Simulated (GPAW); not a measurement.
A run of GPAW 26.7.0:

File run.py:

```python
from ase import Atoms
from ase.calculators.mixing import SumCalculator
from ase.filters import FrechetCellFilter
from ase.io import write
from ase.optimize import BFGS
from dftd4.ase import DFTD4
from gpaw import GPAW, PW, setup_paths

setup_paths.insert(0, '.')

atoms = Atoms(['Sb', 'Sb'],
              cell=[[3.3545324186, 0.0, 0.0],
                    [-1.6772662093, 2.9051102923, 0.0],
                    [0.0, 0.0, 5.47016065]],
              scaled_positions=[[0.6666666667, 0.3333333333, 0.75],
                                [0.3333333333, 0.6666666667, 0.25]],
              pbc=True)

calc = GPAW(mode=PW(600),
            xc='PBEsol',
            kpts={'size': (7, 7, 4), 'gamma': True},
            occupations={'name': 'fermi-dirac', 'width': 0.05},
            nbands=25,
            convergence={'density': 1e-05, 'forces': 0.0001},
            maxiter=150,
            txt='gpaw.txt')
atoms.calc = SumCalculator([calc, DFTD4(method='pbesol')])
opt = BFGS(FrechetCellFilter(atoms), trajectory='relax.traj', logfile='-')
done = opt.run(fmax=0.02, steps=60)
calc.write('gs.gpw')
write('result.traj', atoms)
print('Converged:', done)
print('Cell:', atoms.cell.cellpar().round(4))
print('Volume:', round(atoms.get_volume(), 4))
print(atoms.get_scaled_positions().round(5))
```

Potentials or basis: PAW data sets generated in the run's folder for this functional, pw.

The run is started by

```bash
$ gpaw-setup -f PBEsol Sb
$ OMP_NUM_THREADS=1 python run.py
```

Hardware: 1 thread of Arm Neoverse V1 (shared host).

Problem. Estimate the wall time of this run.

Solution. Run time: 110 s on 1 thread of Arm Neoverse V1 (shared host), peak memory 0.25 GiB. Counts: scf iterations 62, plane waves 1798, bands 25, k points 28, ion steps 7.
